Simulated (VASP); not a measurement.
## PbS under changes of volume

One of the cells (24.874 Å³/atom); the others are scaled copies at fixed shape and fractional positions:

```
CELL_PARAMETERS angstrom
3.67786 0.00000 0.00000
0.00000 3.67786 0.00000
0.00000 0.00000 3.67786
ATOMIC_POSITIONS crystal
Pb 0.00000 0.00000 0.00000
S 0.50000 0.50000 0.50000
```

Measurements of this composition are mostly on another form, of space group No. 225.

```yaml
Program: VASP 6.6.1
Functional: PBE
Potentials_or_basis: VASP PAW PBE potentials, release 64 (Pb_d, S)
Cutoff: 520 eV
k_mesh: 7 × 7 × 7
Occupations: fermi-dirac, width 0.05 eV
Spin: no spin polarisation
```

```tsv
volume (Å³/atom)	energy over the lowest point (meV/atom)	pressure (GPa)
22.924	14.56	3.5
23.411	5.86	2.2
23.899	0.66	1.0
24.874	0.00	-1.1
25.362	4.23	-2.0
25.850	?	?
```

What does the run at 25.850 Å³/atom give?

Energy over the lowest point 11.25 meV/atom; pressure -2.9 GPa.

Worked out: A Birch-Murnaghan fit of order 3 (a polynomial in V^(-2/3)) to the other rows has its minimum at 24.43 Å³/atom with B0 = V·E''(V) = 51 GPa (rough, since the energies scatter). It gives 11.27 meV/atom at 25.850 Å³/atom, against the run's 11.25, and -dE/dV = -2.8 GPa, against -2.9.

Energies are extrapolated to zero smearing.
